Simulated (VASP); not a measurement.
# Cu2O (Pn-3m) in VASP: notebook, part 2 of 2

VASP 6.6.1. Earlier steps stand in the parts before.

**3. Single point, PBE, collinear spin, ferromagnetic start (a relaxed cell with its volume scaled by 1.06)**

Input file INCAR:

```
SYSTEM = Cu2O
PREC = Accurate
ENCUT = 520
EDIFF = 1E-7
ISMEAR = 0
SIGMA = 0.02
LREAL = .False.
LASPH = .True.
NELM = 120
ALGO = Normal
ISIF = 2
LWAVE = .False.
LCHARG = .False.
ISPIN = 2
MAGMOM = 1 1 1 1 0 0
LORBIT = 11
LMAXMIX = 4
GGA = PE
KPAR = 8
```

Input file KPOINTS:

```
Automatic mesh
0
Gamma
  8 8 8
  0 0 0
```

Input file POSCAR:

```
Cu2O                                    
1.0
    4.3924210035      0.0000000000      0.0000000000
   -0.0000000000      4.3924210035      0.0000000000
    0.0000000000      0.0000000000      4.3924210035
  Cu              O             
     4     2
Direct
     0.2500000000000000    0.2500000000000000    0.2500000000000000
     0.2500000000000000    0.7500000000000000    0.7500000000000000
     0.7500000000000000    0.7500000000000000    0.2500000000000000
     0.7500000000000000    0.2500000000000000    0.7500000000000000
     0.0000000000000000    1.0000000000000000    1.0000000000000000
     0.5000000000000000    0.5000000000000000    0.5000000000000000
```

Potentials or basis: VASP PAW PBE potentials, release 64 (Cu, O).

Launch:

```bash
$ cat potpaw_PBE.64/Cu/POTCAR potpaw_PBE.64/O/POTCAR > POTCAR
$ mpirun -np 8 vasp_std > vasp.out
```

OUTCAR:

```text
SYSTEM = Cu2O
   PREC = Accurate
   ENCUT = 520
   EDIFF = 1E-7
   ISMEAR = 0
   LREAL = .False.
   LASPH = .True.
   NELM = 120
   ISIF = 2
   ISPIN = 2
   LORBIT = 11
   GGA = PE

 ion  position               nearest neighbor table
   1  0.250  0.250  0.250-   5 1.90   6 1.90
   2  0.250  0.750  0.750-   5 1.90   6 1.90
   3  0.750  0.750  0.250-   5 1.90   6 1.90
   4  0.750  0.250  0.750-   5 1.90   6 1.90
   5  0.000  0.000  0.000-   1 1.90   2 1.90   3 1.90   4 1.90
   6  0.500  0.500  0.500-   1 1.90   2 1.90   3 1.90   4 1.90

  LATTYP: Found a simple cubic cell.
 ALAT       =     4.3924210035

  Lattice vectors:

 A1 = (   4.3924210035,   0.0000000000,   0.0000000000)
 A2 = (   0.0000000000,   4.3924210035,   0.0000000000)
 A3 = (   0.0000000000,   0.0000000000,   4.3924210035)

Analysis of symmetry for initial positions (statically):
=====================================================================
 Subroutine PRICEL returns:
 Original cell was already a primitive cell.

 Routine SETGRP: Setting up the symmetry group for a
 simple cubic supercell.

 Subroutine GETGRP returns: Found 48 space group operations
[... 2039 lines left out ...]
  Total       -2.9682511     -2.9682511     -2.9682511     -0.0000000     -0.0000000     -0.0000000
  in kB      -56.1176316    -56.1176316    -56.1176316     -0.0000000     -0.0000000     -0.0000000
  external PRESSURE =     -56.1176316 kB  Pullay stress =       0.0000000 kB

 VOLUME and BASIS-vectors are now :
 -----------------------------------------------------------------------------
  energy-cutoff  :      520.00
  volume of cell :       84.74
      direct lattice vectors                 reciprocal lattice vectors
     4.392421003  0.000000000  0.000000000     0.227664880  0.000000000  0.000000000
     0.000000000  4.392421003  0.000000000     0.000000000  0.227664880  0.000000000
     0.000000000  0.000000000  4.392421003     0.000000000  0.000000000  0.227664880

 POSITION                                       TOTAL-FORCE (eV/Angst)
 -----------------------------------------------------------------------------------
      1.09811      1.09811      1.09811        -0.000000     -0.000000      0.000000
      1.09811      3.29432      3.29432        -0.000000     -0.000000      0.000000
      3.29432      3.29432      1.09811         0.000000      0.000000     -0.000000
      3.29432      1.09811      3.29432         0.000000      0.000000     -0.000000
      0.00000      0.00000      0.00000         0.000000      0.000000      0.000000
      2.19621      2.19621      2.19621         0.000000     -0.000000      0.000000
 -----------------------------------------------------------------------------------
    total drift:                                0.000000      0.000000      0.000000

  FREE ENERGIE OF THE ION-ELECTRON SYSTEM (eV)
  ---------------------------------------------------
  free  energy   TOTEN  =       -27.2042226283 eV

  energy  without entropy=      -27.2042226283  energy(sigma->0) =      -27.20422263

 total charge

# of ion       s       p       d       tot
------------------------------------------
    1        0.394   0.271   9.222   9.887
    2        0.394   0.271   9.222   9.887
    3        0.394   0.271   9.222   9.887
    4        0.394   0.271   9.222   9.887
    5        1.544   3.433   0.000   4.977
    6        1.544   3.433   0.000   4.977
--------------------------------------------------
tot          4.664   7.952  36.886  49.502

 magnetization (x)

# of ion       s       p       d       tot
------------------------------------------
    1        0.000   0.000   0.000   0.000
    2        0.000   0.000   0.000   0.000
    3        0.000   0.000   0.000   0.000
    4        0.000   0.000   0.000   0.000
    5       -0.000   0.000   0.000   0.000
    6       -0.000   0.000   0.000   0.000
--------------------------------------------------
tot          0.000   0.000   0.000   0.000
```

OSZICAR:

```text
N       E                     dE             d eps       ncg     rms          rms(c)
DAV:   1     0.528270170207E+03    0.52827E+03   -0.25277E+04  4900   0.244E+03
DAV:   2     0.602437094759E+02   -0.46803E+03   -0.45160E+03  4924   0.454E+02
DAV:   3    -0.263004698866E+02   -0.86544E+02   -0.82793E+02  6743   0.216E+02
DAV:   4    -0.324071024027E+02   -0.61066E+01   -0.60021E+01  7366   0.631E+01
DAV:   5    -0.324753135504E+02   -0.68211E-01   -0.68083E-01  6668   0.849E+00    0.215E+01
DAV:   6    -0.307054574853E+02    0.17699E+01   -0.60651E+01  6623   0.139E+02    0.134E+01
DAV:   7    -0.270827224515E+02    0.36227E+01   -0.15068E+01  6328   0.955E+01    0.332E+00
DAV:   8    -0.272387576153E+02   -0.15604E+00   -0.23845E+00  5847   0.834E+00    0.153E+00
DAV:   9    -0.272077606595E+02    0.30997E-01   -0.84228E-02  6839   0.354E+00    0.764E-01
DAV:  10    -0.272061339790E+02    0.16267E-02   -0.30194E-02  7923   0.271E+00    0.368E-01
DAV:  11    -0.272041628038E+02    0.19712E-02   -0.55454E-03  7669   0.894E-01    0.112E-01
DAV:  12    -0.272042173908E+02   -0.54587E-04   -0.17130E-03  7540   0.333E-01    0.373E-02
DAV:  13    -0.272042222860E+02   -0.48952E-05   -0.10212E-04  6909   0.143E-01    0.164E-02
DAV:  14    -0.272042229867E+02   -0.70071E-06   -0.28371E-05  7192   0.575E-02    0.374E-03
DAV:  15    -0.272042226384E+02    0.34833E-06   -0.78671E-07  6151   0.150E-02    0.106E-03
DAV:  16    -0.272042226283E+02    0.10081E-07   -0.57077E-08  3051   0.395E-03
   1 F= -.27204223E+02 E0= -.27204223E+02  d E =-.936622E-25  mag=     0.0000
```

stdout:

```text
POSCAR found type information on POSCAR CuO
 POSCAR found :  2 types and       6 ions
 scaLAPACK will be used
 -----------------------------------------------------------------------------
|                                                                             |
|           W    W    AA    RRRRR   N    N  II  N    N   GGGG   !!!           |
|           W    W   A  A   R    R  NN   N  II  NN   N  G    G  !!!           |
|           W    W  A    A  R    R  N N  N  II  N N  N  G       !!!           |
|           W WW W  AAAAAA  RRRRR   N  N N  II  N  N N  G  GGG   !            |
|           WW  WW  A    A  R   R   N   NN  II  N   NN  G    G                |
|           W    W  A    A  R    R  N    N  II  N    N   GGGG   !!!           |
|                                                                             |
|     For optimal performance we recommend to set                             |
|     This setting can greatly improve the performance of VASP for DFT.       |
|     The default, NCORE=1 might be grossly inefficient on modern             |
|     multi-core architectures or massively parallel machines. Do your        |
|     Unfortunately you need to use the default for GW and RPA                |
|     calculations (for HF NCORE is supported but not extensively tested      |
|     yet).                                                                   |
|                                                                             |
 -----------------------------------------------------------------------------

 LDA part: xc-table for (Slater+PW92), standard interpolation
 POSCAR, INCAR and KPOINTS ok, starting setup
 FFT: planning ... GRIDC
 FFT: planning ... GRID_SOFT
 FFT: planning ... GRID
 WAVECAR not read
 entering main loop
```

It took 56 s on 8 MPI ranks of Intel Xeon Platinum 8488C (Sapphire Rapids), shared host; peak memory 0.35 GiB.

What came out:

```yaml
Free_energy: -27.2042 eV
Pressure: -5.6 GPa
Band_gap_on_the_k_mesh: 0.35 eV, direct
Net_moment: 0.00 μB per cell
Valence_electrons_inside_the_program's_atomic_spheres: Cu 9.89; O 4.98
```

**4. Single point, PBE, collinear spin, ferromagnetic start (a relaxed cell with its volume scaled by 0.91)**

INCAR is that of step 3.

KPOINTS is that of step 3.

Edit POSCAR of step 3 so:

```diff
@@ -2,5 +2,5 @@
 1.0
-    4.3924210035      0.0000000000      0.0000000000
-   -0.0000000000      4.3924210035      0.0000000000
-    0.0000000000      0.0000000000      4.3924210035
+    4.1746089698      0.0000000000      0.0000000000
+   -0.0000000000      4.1746089698      0.0000000000
+    0.0000000000      0.0000000000      4.1746089698
   Cu              O
```

Launch:

```bash
$ cat potpaw_PBE.64/Cu/POTCAR potpaw_PBE.64/O/POTCAR > POTCAR
$ mpirun -np 8 vasp_std > vasp.out
```

Run time: 38 s. Hardware: 8 MPI ranks of Intel Xeon Platinum 8488C (Sapphire Rapids), shared host; peak memory 0.3 GiB.

The run converged. Its results:

```
Free energy                                           : -27.0141 eV
Pressure                                              : 13.1 GPa
Band gap on the k mesh                                : 0.68 eV, direct
Net moment                                            : 0.00 μB per cell
Valence electrons inside the program's atomic spheres : Cu 10.05; O 5.07
```

Levels at points of the mesh, in eV from the valence-band top:
Spin up:
```
           k point  band 26  band 27  band 28  band 29  band 30  band 31
(0.00, 0.00, 0.00)     0.00     0.00     0.00     0.68     1.04     1.04
(0.50, 0.00, 0.00)    -1.31    -0.43    -0.43     2.42     2.42     4.22
(0.50, 0.50, 0.00)    -1.33    -0.72    -0.72     1.96     1.96     3.98
(0.50, 0.50, 0.50)    -0.62    -0.62    -0.62     2.37     2.37     2.37
```
Spin down:
```csv
k point,band 26,band 27,band 28,band 29,band 30,band 31
"(0.00, 0.00, 0.00)",0.00,0.00,0.00,0.68,1.04,1.04
"(0.50, 0.00, 0.00)",-1.31,-0.43,-0.43,2.42,2.42,4.22
"(0.50, 0.50, 0.00)",-1.33,-0.72,-0.72,1.96,1.96,3.98
"(0.50, 0.50, 0.50)",-0.62,-0.62,-0.62,2.37,2.37,2.37
```

**5. Single point, PBE, collinear spin, ferromagnetic start (a relaxed cell with its volume scaled by 1.09)**

INCAR is that of step 4.

KPOINTS is that of step 4.

Edit POSCAR of step 4 so:

```diff
@@ -2,5 +2,5 @@
 1.0
-    4.1746089698      0.0000000000      0.0000000000
-   -0.0000000000      4.1746089698      0.0000000000
-    0.0000000000      0.0000000000      4.1746089698
+    4.4334740466      0.0000000000      0.0000000000
+   -0.0000000000      4.4334740466      0.0000000000
+    0.0000000000      0.0000000000      4.4334740466
   Cu              O
```

Potentials or basis: VASP PAW PBE potentials, release 64 (Cu, O).

Launch:

```bash
$ cat potpaw_PBE.64/Cu/POTCAR potpaw_PBE.64/O/POTCAR > POTCAR
$ mpirun -np 8 vasp_std > vasp.out
```

OUTCAR:

```text
SYSTEM = Cu2O
   PREC = Accurate
   ENCUT = 520
   EDIFF = 1E-7
   ISMEAR = 0
   LREAL = .False.
   LASPH = .True.
   NELM = 120
   ISIF = 2
   ISPIN = 2
   LORBIT = 11
   GGA = PE

 ion  position               nearest neighbor table
   1  0.250  0.250  0.250-   5 1.92   6 1.92
   2  0.250  0.750  0.750-   5 1.92   6 1.92
   3  0.750  0.750  0.250-   5 1.92   6 1.92
   4  0.750  0.250  0.750-   5 1.92   6 1.92
   5  0.000  0.000  0.000-   1 1.92   2 1.92   3 1.92   4 1.92
   6  0.500  0.500  0.500-   1 1.92   2 1.92   3 1.92   4 1.92

  LATTYP: Found a simple cubic cell.
 ALAT       =     4.4334740466

  Lattice vectors:

 A1 = (   4.4334740466,   0.0000000000,   0.0000000000)
[... 2066 lines left out ...]
      1.10837      1.10837      1.10837        -0.000000     -0.000000     -0.000000
      1.10837      3.32511      3.32511        -0.000000     -0.000000     -0.000000
      3.32511      3.32511      1.10837         0.000000     -0.000000      0.000000
      3.32511      1.10837      3.32511         0.000000      0.000000     -0.000000
      0.00000      0.00000      0.00000         0.000000      0.000000      0.000000
      2.21674      2.21674      2.21674        -0.000000      0.000000      0.000000
 -----------------------------------------------------------------------------------
    total drift:                                0.000000      0.000000      0.000000

  FREE ENERGIE OF THE ION-ELECTRON SYSTEM (eV)
  ---------------------------------------------------
  free  energy   TOTEN  =       -27.1054537152 eV

  energy  without entropy=      -27.1054537152  energy(sigma->0) =      -27.10545372

 total charge

# of ion       s       p       d       tot
------------------------------------------
    1        0.385   0.256   9.221   9.863
    2        0.385   0.256   9.221   9.863
    3        0.385   0.256   9.221   9.863
    4        0.385   0.256   9.221   9.863
    5        1.544   3.418   0.000   4.962
    6        1.544   3.418   0.000   4.962
--------------------------------------------------
tot          4.629   7.862  36.885  49.376

 magnetization (x)

# of ion       s       p       d       tot
------------------------------------------
    1       -0.000   0.000   0.000   0.000
    2       -0.000   0.000   0.000   0.000
    3       -0.000   0.000   0.000   0.000
    4       -0.000   0.000   0.000   0.000
    5       -0.000  -0.000   0.000  -0.000
    6       -0.000  -0.000   0.000  -0.000
--------------------------------------------------
tot         -0.000   0.000   0.000   0.000
```

stdout:

```text
POSCAR found type information on POSCAR CuO
 POSCAR found :  2 types and       6 ions
 scaLAPACK will be used
 -----------------------------------------------------------------------------
|                                                                             |
|           W    W    AA    RRRRR   N    N  II  N    N   GGGG   !!!           |
|           W    W   A  A   R    R  NN   N  II  NN   N  G    G  !!!           |
|           W    W  A    A  R    R  N N  N  II  N N  N  G       !!!           |
|           W WW W  AAAAAA  RRRRR   N  N N  II  N  N N  G  GGG   !            |
|           WW  WW  A    A  R   R   N   NN  II  N   NN  G    G                |
|           W    W  A    A  R    R  N    N  II  N    N   GGGG   !!!           |
|                                                                             |
|     For optimal performance we recommend to set                             |
|     This setting can greatly improve the performance of VASP for DFT.       |
|     The default, NCORE=1 might be grossly inefficient on modern             |
|     multi-core architectures or massively parallel machines. Do your        |
|     Unfortunately you need to use the default for GW and RPA                |
|     calculations (for HF NCORE is supported but not extensively tested      |
|     yet).                                                                   |
|                                                                             |
 -----------------------------------------------------------------------------

 LDA part: xc-table for (Slater+PW92), standard interpolation
 POSCAR, INCAR and KPOINTS ok, starting setup
 FFT: planning ... GRIDC
 FFT: planning ... GRID_SOFT
 FFT: planning ... GRID
 WAVECAR not read
 entering main loop
```

Run time: 50 s. Hardware: 8 MPI ranks of Intel Xeon Platinum 8488C (Sapphire Rapids), shared host; peak memory 0.36 GiB.

What came out:

| Property | Result |
| --- | --- |
| Free energy | -27.1055 eV |
| Pressure | -7.8 GPa |
| Band gap on the k mesh | 0.30 eV, direct |
| Net moment | 0.00 μB per cell |
| Valence electrons inside the program's atomic spheres | Cu 9.86; O 4.96 |

Levels at points of the mesh, in eV from the valence-band top:
Spin up:
```csv
k point,band 25,band 26,band 27,band 28,band 29,band 30,band 31,band 32
"(0.00, 0.00, 0.00)",-1.32,0.00,0.00,0.00,0.30,1.64,1.64,7.24
"(0.50, 0.00, 0.00)",-1.00,-1.00,-0.32,-0.32,2.01,2.01,4.29,4.29
"(0.50, 0.50, 0.00)",-1.01,-1.01,-0.55,-0.55,1.87,1.87,3.63,3.63
"(0.50, 0.50, 0.50)",-0.88,-0.48,-0.48,-0.48,2.64,2.64,2.64,4.49
```
Spin down:
| k point | band 26 | band 27 | band 28 | band 29 | band 30 | band 31 |
| --- | --- | --- | --- | --- | --- | --- |
| (0.00, 0.00, 0.00) | 0.00 | 0.00 | 0.00 | 0.30 | 1.64 | 1.64 |
| (0.50, 0.00, 0.00) | -1.00 | -0.32 | -0.32 | 2.01 | 2.01 | 4.29 |
| (0.50, 0.50, 0.00) | -1.01 | -0.55 | -0.55 | 1.87 | 1.87 | 3.63 |
| (0.50, 0.50, 0.50) | -0.48 | -0.48 | -0.48 | 2.64 | 2.64 | 2.64 |

A k mesh can miss the band edges.

**6. Summary**

```tsv
cell	gap on the mesh (eV)	pressure (GPa)	moment (μB)
a relaxed cell with its volume scaled by 0.94	0.60	7.9	0.00
a relaxed cell with its volume scaled by 1.06	0.35	-5.6	0.00
a relaxed cell with its volume scaled by 0.91	0.68	13.1	0.00
a relaxed cell with its volume scaled by 1.09	0.30	-7.8	0.00
```

Alike in all rows: task single point; level PBE; potentials or basis VASP PAW PBE potentials, release 64 (Cu, O); spin collinear, ferromagnetic start; k mesh 8 × 8 × 8; cutoff (eV) 520; smearing gaussian 0.02 eV.

Total energies depend on the potentials used, so only differences within one code and one set of settings carry meaning.
